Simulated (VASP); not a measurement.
**Si: relaxation of cell and atoms with PBEsol**

Si:

```
Si
1.0
     3.83132    0.00000    0.00000
    -1.91566    3.31802    0.00000
     0.00000    0.00000    6.33262
Si
4
Direct
  0.33333 0.66667 0.06301
  0.66667 0.33333 0.56301
  0.33333 0.66667 0.43699
  0.66667 0.33333 0.93699
```

This isn't the form of Si at room conditions, which is diamond.

```json
{"Program": "VASP 6.6.1", "Task": "relaxation of cell and atoms", "Functional": "PBEsol", "Potentials or basis": "VASP PAW PBE potentials, release 64 (Si)", "Cutoff": "600 eV", "k mesh": "9 × 9 × 4", "Occupations": "gaussian, width 0.03 eV", "Spin": "no spin polarisation", "Further INCAR settings": "ALGO = Normal; EDIFF = 1e-06; IBRION = 2; EDIFFG = -0.01; NSW = 90; ISIF = 3"}
```

```
Relaxed volume                         : 20.05 Å³/atom
Relaxed cell                           : a = 3.827 Å, b = 3.827 Å, c = 6.326 Å, α = 90.00°, β = 90.00°, γ = 120.00°
Space group after relaxing (to 0.05 Å) : P6_3/mmc (No. 194)
Energy gained by relaxing              : 0.1 meV/atom
Ionic steps                            : 3
Pressure after relaxing                : 0.0 GPa
Band gap on the k mesh                 : 0.33 eV, indirect (least direct gap 0.96 eV)
```

Step by step:
```
step  energy change (eV)  largest force (eV/Å)  pressure (GPa)  volume (Å³)
   1              0.0000                0.0082           -0.32        80.50
   2             -0.0002                0.0064            0.22        80.03
   3             -0.0003                0.0005            0.01        80.22
```

Final structure:
```
Si
1.0
     3.82667    0.00000    0.00000
    -1.91334    3.31399    0.00000
     0.00000    0.00000    6.32564
Si
4
Direct
  0.33333 0.66667 0.06297
  0.66667 0.33333 0.56297
  0.33333 0.66667 0.43703
  0.66667 0.33333 0.93703
```

Levels at points of the mesh, in eV from the valence-band top:
```tsv
k point	band 4	band 5	band 6	band 7	band 8	band 9	band 10	band 11	band 12
(0.00, 0.00, 0.00)	-1.53	-1.53	-0.36	0.00	0.00	0.96	1.95	1.95	2.29
(0.00, 0.00, 0.50)	-4.27	-0.94	-0.94	-0.94	-0.94	1.75	1.75	2.92	2.92
```

Wall time 12 s on 2 MPI ranks on Intel(R) Xeon(R) 6975P-C (Granite Rapids), on a shared host, peak memory 0.22 GiB a rank.

Caveat: the PAW data sets were made with another functional, which shifts forces and pressure a little; an odd mesh through Γ misses points on the zone boundary, where band edges often lie.
